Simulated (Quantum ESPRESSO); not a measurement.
A calculation with Quantum ESPRESSO 7.5 of Hf (native input, structure typed inline):

Contents of pw.in:

```
&CONTROL
  calculation = 'scf'
  prefix = 'pwscf'
  outdir = './tmp'
  pseudo_dir = './pseudo'
  tprnfor = .true.
  tstress = .true.
  disk_io = 'low'
/
&SYSTEM
  ibrav = 0
  nat = 1
  ntyp = 1
  ecutwfc = 45
  ecutrho = 360
  nbnd = 12
  occupations = 'smearing'
  smearing = 'fd'
  degauss = 0.00367493
/
&ELECTRONS
  conv_thr = 2d-10
  electron_maxstep = 120
  mixing_beta = 0.5
/
ATOMIC_SPECIES
Hf   178.4900 hf_pbesol_v1.uspp.F.UPF
CELL_PARAMETERS angstrom
  -1.8050000000    1.8050000000    1.8050000000
   1.8050000000   -1.8050000000    1.8050000000
   1.8050000000    1.8050000000   -1.8050000000
ATOMIC_POSITIONS crystal
Hf     0.0000000000    0.0000000000    0.0000000000
K_POINTS automatic
10 10 10 0 0 0
```

Contents of pp_density.in:

```
&INPUTPP
  prefix = 'pwscf'
  outdir = './tmp'
  filplot = 'density.dat'
  plot_num = 0
/
&PLOT
  nfile = 1
  filepp(1) = 'density.dat'
  iflag = 3
  output_format = 6
  fileout = 'density.cube'
/
```

pp_potential.in

```
&INPUTPP
  prefix = 'pwscf'
  outdir = './tmp'
  filplot = 'potential.dat'
  plot_num = 11
/
&PLOT
  nfile = 1
  filepp(1) = 'potential.dat'
  iflag = 3
  output_format = 6
  fileout = 'potential.cube'
/
```

Potentials or basis: GBRV 1.5 PBEsol.

Launch:

```sh
$ OMP_NUM_THREADS=1 mpirun -n 2 pw.x -nk 2 -in pw.in > pw.out
$ OMP_NUM_THREADS=1 mpirun -n 1 pp.x -in pp_density.in > pp_density.out
$ OMP_NUM_THREADS=1 mpirun -n 1 pp.x -in pp_potential.in > pp_potential.out
```

This isn't the form of Hf at room conditions, which is hcp.

Write the same calculation in another form: ASE script, structure typed inline.

As run:

Contents of run.py:

```python
import numpy as np
from ase.calculators.espresso import Espresso, EspressoProfile
from ase import Atoms

atoms = Atoms(['Hf'],
              cell=[[-1.805, 1.805, 1.805], [1.805, -1.805, 1.805], [1.805, 1.805, -1.805]],
              scaled_positions=[[0.0, 0.0, 0.0]],
              pbc=True)

input_data = {
    'control': {'calculation': 'scf', 'prefix': 'pwscf', 'outdir': './tmp', 'tprnfor': True, 'tstress': True, 'disk_io': 'nowf'},
    'system': {'ecutwfc': 45.0, 'ecutrho': 360.0, 'nbnd': 12, 'occupations': 'smearing', 'smearing': 'fd', 'degauss': 0.00367493},
    'electrons': {'conv_thr': 2e-10, 'electron_maxstep': 120, 'mixing_beta': 0.5},
}
pseudopotentials = {'Hf': 'hf_pbesol_v1.uspp.F.UPF'}
profile = EspressoProfile(command='mpirun -n 2 pw.x -nk 2', pseudo_dir='pseudo')
dft = Espresso(profile=profile, input_data=input_data, pseudopotentials=pseudopotentials, kpts=(10, 10, 10), koffset=(0, 0, 0))
atoms.calc = dft

print(f'energy {atoms.get_potential_energy():.8f} eV')
print('forces (eV/A)')
print(np.round(atoms.get_forces(), 6))
print('stress (eV/A^3, Voigt)')
print(np.round(atoms.get_stress(), 8))
print(f'Fermi level {dft.get_fermi_level():.4f} eV')
```

Potentials or basis: GBRV 1.5 PBEsol.

Command:

```console
$ OMP_NUM_THREADS=1 python run.py
```

Both were run:

|  | native input, structure typed inline | ASE script, structure typed inline |
| --- | --- | --- |
| Pressure | -8.9 GPa | -8.9 GPa |
| Band gap on the k mesh | none (metal or under the smearing width) | none (metal or under the smearing width) |

Keys that steer only the numerical path or the files written may differ.
